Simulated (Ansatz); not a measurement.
CsCl under compression and expansion

```
CELL_PARAMETERS angstrom
4.12300 0.00000 0.00000
0.00000 4.12300 0.00000
0.00000 0.00000 4.12300
ATOMIC_POSITIONS crystal
Cs 0.00000 0.00000 0.00000
Cl 0.50000 0.50000 0.50000
```

The cell is COD entry 9008789, as deposited and not checked against the literature; nothing was relaxed.

Spin–orbit coupling is left out, though it moves levels of the heavy atoms by tenths of an eV or more.

All numbers are computed: DFT, PBE, all-electron LAPW, scalar-relativistic (Ansatz 0.2.0); DFT, PBE, PAW with Ansatz's default frozen-core files, scalar-relativistic (Ansatz 0.2.0).

For LAPW: a Γ-centred 6×6×6 k mesh, Fermi–Dirac smearing of 0.03 eV, basis error target 1 meV/atom, no spin polarisation. PAW takes a cutoff of 420 eV at this cell. The Ansatz runs share mesh, smearing and spin set-up. Plane-wave (PAW) pressures include the program's estimate of the Pulay term.

The cell above is scaled evenly, with fractional coordinates and shape held.

```
V/V(cell)  V (Å³/atom)  P, LAPW (GPa)  P, PAW (GPa)  gap on the k mesh, LAPW (eV)  free energy over the lowest listed, PAW (meV/atom)
   0.9500       33.292           2.12          2.12                          5.35                                                22.9
   0.9750       34.168           1.52          1.52                          5.38                                                13.0
   1.0000       35.044           1.00          1.00                          5.27                                                 6.2
   1.0250       35.920           0.55          0.55                          5.16                                                 1.9
   1.0500       36.796           0.17          0.16                          5.05                                                 0.0
```
